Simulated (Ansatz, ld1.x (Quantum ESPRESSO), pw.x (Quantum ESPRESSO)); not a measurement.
## Which Ca potential is closest to all-electron in the bcc crystal?

All use PBE, scalar-relativistic, no spin, cutoffs from each file’s atomic test, pw.x 7.5; 11³ k-points, Fermi–Dirac smearing 0.01 Ry. Δ is the rms difference from all-electron LAPW of the E(V) curves that follow from fits to the pressures, over ±6 % in volume. Mesh and smearing are coarse and serve the comparison alone. The files are a selection: those with a ghost or negative overlap were mostly not run, and those with noisy or unconverged pressures or nearly equal Δ are left out.

All-electron: a0 = 4.386 Å (V0 = 42.19 Å³/atom), B0 = 17.2 GPa.

Question: Rank them by Δ, smallest first.
A. PAW, ld1.x (Quantum ESPRESSO) 7.5, PBE; core [Ne], reference 3s2 3p6 3d0 4s2 4p0; waves: 3s (bound): rcut 2.00, rcutus 2.35 bohr; 4s (bound): rcut 2.00, rcutus 2.35 bohr; 3p (bound): rcut 1.75, rcutus 1.85 bohr; 4p (bound, empty): rcut 1.75, rcutus 1.85 bohr; 3d (bound, empty): rcut 2.45, rcutus 3.25 bohr; 3d channel at 1.1 Ry: rcut 2.45, rcutus 3.25 bohr; local part: all-electron potential smoothed inside 1.45 bohr (lloc = -2); core correction: none; augmentation: BESSEL, radius 1.75 bohr.
B. norm-conserving Troullier–Martins (Kleinman–Bylander form), ld1.x (Quantum ESPRESSO) 7.5, PBE; core [Ar], reference 3d0 4s1.5 4p0.5; waves: 4p (bound): rc 4.20 bohr; 3d (bound, empty): rc 2.95 bohr; 4s (bound): rc 3.70 bohr; local part: the s channel; core correction: a·sin(br)/r model core inside 1.75 bohr.
C. PAW, ld1.x (Quantum ESPRESSO) 7.5, PBE; core [Ne], reference 3s2 3p6 3d1 4s1 4p0; waves: 3s (bound): rcut 1.55, rcutus 1.65 bohr; 4s (bound): rcut 1.55, rcutus 1.65 bohr; 3p (bound): rcut 1.75, rcutus 1.85 bohr; 4p (bound, empty): rcut 1.75, rcutus 1.85 bohr; 3d (bound): rcut 3.10, rcutus 3.40 bohr; 3d channel at 1.4 Ry: rcut 3.10, rcutus 3.40 bohr; local part: all-electron potential smoothed inside 3.10 bohr (lloc = -2); core correction: Bessel-smoothed model core inside 0.95 bohr; augmentation: BESSEL, radius 1.30 bohr.
D. norm-conserving Troullier–Martins (Kleinman–Bylander form), ld1.x (Quantum ESPRESSO) 7.5, PBE; core [Ar], reference 3d0 4s1 4p1; waves: 4s (bound): rc 3.15 bohr; 4p (bound): rc 4.05 bohr; 3d (bound, empty): rc 2.40 bohr; local part: all-electron potential smoothed inside 3.30 bohr (lloc = -2); core correction: Bessel-smoothed model core inside 1.25 bohr.

Answer: A (0.3 meV/atom), B (1.8 meV/atom), D (2.6 meV/atom), C (5.2 meV/atom).
